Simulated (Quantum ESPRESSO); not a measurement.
The system is Sr.

```xyz
1
Lattice="0.0000 3.0423 3.0423 3.0423 0.0000 3.0423 3.0423 3.0423 0.0000" Properties=species:S:1:pos:R:3 pbc="T T T"
Sr    0.0000    0.0000    0.0000
```

Base run:

```yaml
Program: Quantum ESPRESSO 7.5
Functional: RPBE
Potentials_or_basis: SG15 PBE 1.2
Cutoff: 925 eV
Density_cutoff: 3701 eV
k_mesh: 8 × 8 × 8
Occupations: fermi-dirac, width 0.05 eV
Spin: no spin polarisation
```

Its results: band gap on the k mesh none (metal or under the smearing width); pressure 0.3 GPa.

**Question.** The run is repeated on the same cell with these changes: functional from RPBE to LDA. What comes out?

**Answer.** Band gap on the k mesh none (metal or under the smearing width); pressure -1.6 GPa.

LDA binds more tightly than RPBE, so the same cell stands under less pressure.

Caveats: the potentials were made for another functional, which shifts forces and pressure; some levels on the path didn't converge (some runs).
